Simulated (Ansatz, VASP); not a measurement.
**Ag: VASP beside Ansatz**

The input INCAR:

```
ALGO = Normal ; EDIFF = 1E-6
ENCUT = 520 ; GGA = PS
ISIF = 2 ; ISMEAR = -1
LASPH = True ; LCHARG = False
LREAL = False ; LWAVE = False
NBANDS = 12 ; NELM = 60
PREC = Accurate ; SIGMA = 0.05
```

The input KPOINTS:

```
k-points
0
Gamma
  16 16 16
```

POSCAR

```
Ag
1.0
    2.0578182291      0.0000000000      0.0000000000
    0.0000000000      2.0578182291      0.0000000000
    0.0000000000      0.0000000000      2.0578182291
Ag
1
Direct
    0.0000000000      0.0000000000      0.0000000000
```

Input for Ansatz:

```yaml
crystal:
  lattice:
    - [2.0578182291, 0.0, 0.0]
    - [0.0, 2.0578182291, 0.0]
    - [0.0, 0.0, 2.0578182291]
  atoms:
    - { symbol: Ag, position: [0.0, 0.0, 0.0] }
kpoints:
  mp_grid: { grid: [16, 16, 16] }
scf:
  occupations: { method: fermi_dirac, width: 0.05 }
hamiltonian:
  xc: pbesol
  pseudopotentials: { kind: all_electron, datasets: crystal }
output:
  forces: true
  stress: true
  eigenvalues: true
```

Change from the starting cell: volume scaled by 0.45, crystal datasets.

Alike in both runs: task single point; functional PBEsol; k mesh 16 × 16 × 16; occupations fermi-dirac, width 0.05 eV; no spin polarisation.

```csv
,VASP,Ansatz
version,VASP 6.6.1,Ansatz 0.2.0
potentials or method,"VASP PAW PBE potentials, release 64 (Ag)","all-electron PAW with datasets made for the crystal, scalar-relativistic"
plane-wave cutoff (eV),520,see its input
```

```csv
,VASP,Ansatz,Ansatz less VASP
pressure (GPa),585.9,600.0,+14.06
```

Ansatz ran all-electron here, so the differences hold the error of VASP's frozen core and of both bases.

Caveats: the cell as given lies far from equilibrium; so large a pressure means that the cell lies far from this level's equilibrium, or that cutoff or potentials fall short (VASP); the potentials were made for another functional, which shifts forces and pressure (VASP).
